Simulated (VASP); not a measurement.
A run of VASP 6.6.1:

File INCAR:

```
SYSTEM = KBr
PREC     = Accurate       ! precision mode
ENCUT    = 520            ! plane-wave cutoff, eV
EDIFF    = 1E-6           ! SCF threshold, eV
ISMEAR   = 0              ! smearing method
SIGMA    = 0.05           ! smearing width, eV
LREAL    = .False.        ! projectors in reciprocal space
LASPH    = .True.         ! aspherical terms in the spheres
NELM     = 100            ! most SCF steps
ALGO     = Normal         ! electronic algorithm
ISIF     = 2              ! what is computed and relaxed
LWAVE    = .False.        ! write WAVECAR
LCHARG   = .False.        ! write CHGCAR
NBANDS   = 15             ! bands
```

The input KPOINTS:

```
Automatic mesh
0
Gamma
  6 6 6
  0 0 0
```

POSCAR

```
KBr
1.0
    4.0434990000      0.0000000000      0.0000000000
    0.0000000000      4.0434990000      0.0000000000
    0.0000000000      0.0000000000      4.0434990000
K Br
1 1
Direct
    0.0000000000      0.0000000000      0.0000000000
    0.5000000000      0.5927414598      0.5000000000
```

Potentials or basis: VASP PAW LDA potentials, release 64 (K_sv, Br).

Run with:

```console
$ cat potpaw_LDA.64/K_sv/POTCAR potpaw_LDA.64/Br/POTCAR > POTCAR
$ mpirun -np 1 vasp_std > vasp.out
```

Hardware: 1 thread of Intel(R) Xeon(R) 6975P-C (Granite Rapids) (shared host).

**Question.** How long does it take, and how much memory?

**Answer.** Run time: 13 s on 1 thread of Intel(R) Xeon(R) 6975P-C (Granite Rapids), with other jobs on the host, peak memory 0.17 GiB. Counts: scf iterations 12, k points 40.
